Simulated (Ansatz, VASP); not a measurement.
# GeSe: VASP beside Ansatz

```xyz
8
Lattice="10.9599 0.0000 0.0000 0.0000 3.8765 0.0000 0.0000 0.0000 4.4301" Properties=species:S:1:pos:R:3 pbc="T T T"
Ge    1.3505    2.9074    3.9244
Ge    6.8305    2.9074    2.7208
Ge    4.1294    0.9691    1.7093
Ge    9.6094    0.9691    0.5057
Se    9.3669    2.9074    2.2240
Se    3.8869    2.9074   -0.0090
Se    7.0730    0.9691    4.4391
Se    1.5931    0.9691    2.2061
```

Alike in both runs: functional PBE; dispersion D3(BJ); k mesh 4 × 8 × 6; occupations gaussian, width 0.02 eV; no spin polarisation.

Ansatz relaxed the structure, and its values are those at the end. VASP's run is a single point on that final structure, the one shown.

|  | VASP | Ansatz |
| --- | --- | --- |
| version | VASP 6.6.1 | Ansatz 0.2.0 |
| potentials or method | VASP PAW PBE potentials, release 64 (Ge_d, Se) | scalar-relativistic, plane waves, PAW |
| plane-wave cutoff (eV) | 520 | 420 |
| valence electrons in the cell | 80 | 120 |

Ansatz gave:

```
gap on the k mesh at the Fermi level (eV) : 0.73
least direct gap on the mesh (eV)         : 0.94
pressure (GPa)                            : 0.0
rms of the force components (eV/Å)        : 0.001
```

Estimate VASP's values.

gap on the k mesh at the Fermi level (eV): 0.72; least direct gap on the mesh (eV): 0.93; pressure (GPa): 0.1; rms of the force components (eV/Å): 0.011.

The two sets of potentials don't hold the same shells in valence. Ansatz warned: «dispersion_switch_in_reach».

A k mesh can miss the band edges.
